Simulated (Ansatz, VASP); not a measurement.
Two plane-wave programs on Cu

```xyz
1
Lattice="0.0000 1.8075 1.8075 1.8075 0.0000 1.8075 1.8075 1.8075 0.0000" Properties=species:S:1:pos:R:3 pbc="T T T"
Cu    0.0000    0.0000    0.0000
```

Alike in both runs: task relaxation of cell and atoms; functional BLYP; dispersion D3(BJ); k mesh 13 × 13 × 13; occupations fermi-dirac, width 0.05 eV; no spin polarisation.

|  | VASP | Ansatz |
| --- | --- | --- |
| version | VASP 6.6.1 | Ansatz 0.2.0 |
| potentials or method | VASP PAW PBE potentials, release 64 (Cu) | Ansatz PAW |
| plane-wave cutoff (eV) | 600 | 420 |
| valence electrons in the cell | 11 | 19 |

Ansatz gave:

| Item | Value |
| --- | --- |
| relaxed volume (Å³/atom) | 11.12 |
| relaxed cell length with the largest relative difference (Å) | 2.505 |
| energy change over the relaxation (meV/atom) | -21 |

Task: What did VASP give for the same quantities?

Result: Relaxed volume (Å³/atom): 11.16; relaxed cell length with the largest relative difference (Å): 2.508; energy change over the relaxation (meV/atom): -18.

The two sets of potentials don't hold the same shells in valence.

Caveats: the PAW data sets were made with another functional, which shifts forces and pressure a little (VASP); pairwise dispersion overbinds metals, which lowers pressure and volume (VASP); the plane-wave basis is chosen anew once the cell has moved, so the energies of steps on either side of that aren't comparable (Ansatz); the PAW data sets come from PBE, with cores solved anew for the run's functional, which leaves a small shift of forces and pressure (Ansatz).
